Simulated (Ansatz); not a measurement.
Kick test of a cell of InSb

It was relaxed at this level from a cell as deposited in COD.

These are results of Ansatz 0.2.0, DFT PBE, scalar-relativistic, plane waves, PAW, not measurements. Plane waves to 420 eV, a k mesh through Γ of 14×14×14 on the computed 2-atom cell and Gaussian smearing (0.10 eV); no spin polarisation.

The cell below (2 atoms, space group F-43m (No. 216)) is relaxed within its symmetry.

```
CELL_PARAMETERS angstrom
0.00000 3.31741 3.31741
3.31741 0.00000 3.31741
3.31741 3.31741 0.00000
ATOMIC_POSITIONS crystal
In 0.00000 0.00000 0.00000
Sb 0.25000 0.25000 0.25000
```

For the test a repeat of it with 8 atoms (edges 4.69, 8.13, 8.13 Å) was strained at random (σ = 1.5 % a component), the atoms were moved at random (σ = 0.10 Å), and all was relaxed again on a coarse 6×4×4 mesh (in the run’s order of axes) with 0.20 eV smearing, with no symmetry imposed.

These runs have no spin–orbit coupling, which can matter for Sb.

Question: What happens?

Answer: It returns, within 1 meV/atom of the unmoved cell on that mesh and with the same symmetry when read at 0.1 Å (P1 at 0.01 Å, so small strains and shifts remain). No instability shows in this cell; modes of other wave vectors, which need another repeat, aren't tested.
